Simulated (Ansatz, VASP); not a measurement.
**P in VASP and in Ansatz**

The input INCAR:

```
SYSTEM = P
ALGO     = Normal         ! electronic algorithm
EDIFF    = 1E-6           ! SCF threshold, eV
ENCUT    = 520            ! plane-wave cutoff, eV
GGA      = PS             ! functional
ISIF     = 2              ! what is computed and relaxed
ISMEAR   = -1             ! smearing method
LASPH    = .TRUE.         ! aspherical terms in the spheres
LCHARG   = .TRUE.         ! write CHGCAR
LELF     = .TRUE.         ! ELF
LREAL    = .FALSE.        ! projectors in reciprocal space
LVHAR    = .TRUE.       
LWAVE    = .FALSE.        ! write WAVECAR
NBANDS   = 18             ! bands
NELM     = 80             ! most SCF steps
PREC     = Accurate       ! precision mode
SIGMA    = 0.1            ! smearing width, eV
```

File KPOINTS:

```
k-points
0
G
  16 16 4
  0 0 0
```

The input POSCAR:

```
P
1.0
    2.6404629198      0.0000000000      0.0000000000
   -1.3202314599      2.2867079663      0.0000000000
    0.0000000000      0.0000000000      9.7067568391
P
4
Direct
    0.0000000000      1.0000000000      0.0000000000
    0.0000000000      0.0000000000      0.5000000000
    0.3333333333      0.6666666667      0.2500000000
    0.6666666667      0.3333333333      0.7500000000
```

Input for Ansatz:

```yaml
crystal:
  lattice:
    - [2.6404629198, 0.0, 0.0]
    - [-1.3202314599, 2.2867079663, 0.0]
    - [0.0, 0.0, 9.7067568391]
  atoms:
    - { symbol: P, position: [0.0, 1.0, 0.0] }
    - { symbol: P, position: [0.0, 0.0, 0.5] }
    - { symbol: P, position: [0.3333333333, 0.6666666667, 0.25] }
    - { symbol: P, position: [0.6666666667, 0.3333333333, 0.75] }
hamiltonian:
  xc: pbesol
  pseudopotentials:
    kind: paw
    azcp:
      P: "pseudopotentials/P.paw.azcp"
basis:
  ecutwfc: 420
  fft_grid_basis: typed
kpoints:
  mp_grid: { grid: [16, 16, 4], shift: [0, 0, 0] }
magnetization:
  spin_polarized: false
scf:
  occupations: { method: fermi_dirac, width: 0.1 }
  lower_state_search: "off"
output:
  stress: true
```

Alike in both runs: task single point; functional PBEsol; k mesh 16 × 16 × 4; occupations fermi-dirac, width 0.1 eV; no spin polarisation.

|  | VASP | Ansatz |
| --- | --- | --- |
| version | VASP 6.6.1 | Ansatz 0.2.0 |
| potentials or method | VASP PAW PBE potentials, release 64 (P) | plane waves (420 eV) with PAW, scalar-relativistic |
| plane-wave cutoff (eV) | 520 | 420 |
| valence electrons in the cell | 20 | 20 |

|  | VASP | Ansatz | Ansatz less VASP |
| --- | --- | --- | --- |
| pressure (GPa) | -3.8 | -4.0 | -0.13 |
| largest component of the traceless stress (GPa) | 0.27 | 0.30 | +0.027 |

Ansatz warned: «pseudo_functional_mismatch».

Caveats: the PAW data sets were made with another functional, which shifts forces and pressure a little (VASP).
